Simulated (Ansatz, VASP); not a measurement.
# P in VASP and in Ansatz

```
P
1.0
     4.59459    0.00000    0.00000
    -2.29729    3.97903    0.00000
     0.00000    0.00000    2.58852
P
3
Direct
  0.00000 0.00000 0.00000
  0.33333 0.66667 0.50000
  0.66667 0.33333 0.50000
```

Alike in both runs: task single point; functional RPBE; k mesh 9 × 9 × 14; occupations fermi-dirac, width 0.1 eV; no spin polarisation.

|  | VASP | Ansatz |
| --- | --- | --- |
| version | VASP 6.6.1 | Ansatz 0.2.0 |
| potentials or method | VASP PAW PBE potentials, release 64 (P) | plane waves (420 eV) with PAW, scalar-relativistic |
| plane-wave cutoff (eV) | 520 | 420 |
| valence electrons in the cell | 15 | 15 |

```csv
,VASP,Ansatz,Ansatz less VASP
pressure (GPa),-6.5,-6.1,+0.40
largest component of the traceless stress (GPa),1.68,1.62,-0.066
```

Caveats: the PAW data sets were made with another functional, which shifts forces and pressure a little (VASP).
